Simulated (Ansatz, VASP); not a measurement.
**Two plane-wave programs on Mn**

The input INCAR:

```
SYSTEM = Mn
  PREC = Accurate
  ENCUT = 600
  EDIFF = 1E-6
  ISMEAR = -1
  SIGMA = 0.1
  LREAL = .False.
  LASPH = .True.
  NELM = 100
  ALGO = Normal
  ISIF = 3
  LWAVE = .False.
  LCHARG = .False.
  GGA = CA
  IBRION = 2
  NSW = 80
  EDIFFG = -0.01
```

KPOINTS

```
Automatic mesh
0
Gamma
  14 14 8
  0 0 0
```

POSCAR

```
Mn
1.0
    2.5517868831      0.0000000000      0.0000000000
   -1.2758934415      2.2099122658      0.0000000000
    0.0000000000      0.0000000000      4.1670679801
Mn
2
Direct
    0.3333333333      0.6666666667      0.2500000000
    0.6666666667      0.3333333333      0.7500000000
```

Input for Ansatz:

```yaml
crystal:
  lattice:
    - [2.5517868831, 0.0, 0.0]
    - [-1.2758934415, 2.2099122658, 0.0]
    - [0.0, 0.0, 4.1670679801]
  atoms:
    - { symbol: Mn, position: [0.3333333333, 0.6666666667, 0.25] }
    - { symbol: Mn, position: [0.6666666667, 0.3333333333, 0.75] }
hamiltonian:
  xc: lda
  pseudopotentials:
    kind: paw
    azcp:
      Mn: "pseudopotentials/Mn.paw.azcp"
basis:
  ecutwfc: 420
  fft_grid_basis: typed
kpoints:
  mp_grid: { grid: [14, 14, 8], shift: [0, 0, 0] }
magnetization:
  spin_polarized: false
scf:
  occupations: { method: fermi_dirac, width: 0.1 }
relax:
  max_steps: 60
  f_tol: 0.01
  cell: {}
```

The cell was built by a generator and needn't be a form met in nature.

Alike in both runs: task relaxation of cell and atoms; functional LDA; k mesh 14 × 14 × 8; occupations fermi-dirac, width 0.1 eV; no spin polarisation.

|  | VASP | Ansatz |
| --- | --- | --- |
| version | VASP 6.6.1 | Ansatz 0.2.0 |
| potentials or method | VASP PAW LDA potentials, release 64 (Mn_pv) | plane waves (420 eV) with PAW, scalar-relativistic |
| plane-wave cutoff (eV) | 600 | 420 |
| valence electrons in the cell | 26 | 30 |

VASP gave:

| Item | Value |
| --- | --- |
| relaxed volume (Å³/atom) | 10.06 |
| relaxed cell length with the largest relative difference (Å) | 2.434 |
| energy change over the relaxation (meV/atom) | -222 |

Q: Which values does Ansatz return?

A: Relaxed volume (Å³/atom): 10.05; relaxed cell length with the largest relative difference (Å): 2.433; energy change over the relaxation (meV/atom): -224.

The two sets of potentials don't hold the same shells in valence. Ansatz warned: «pseudo_functional_mismatch».

Caveats: the run has no spin polarisation, though such a crystal can be magnetic. Spin polarisation is off, so any magnetic state and its effect on volume and gap are missing.
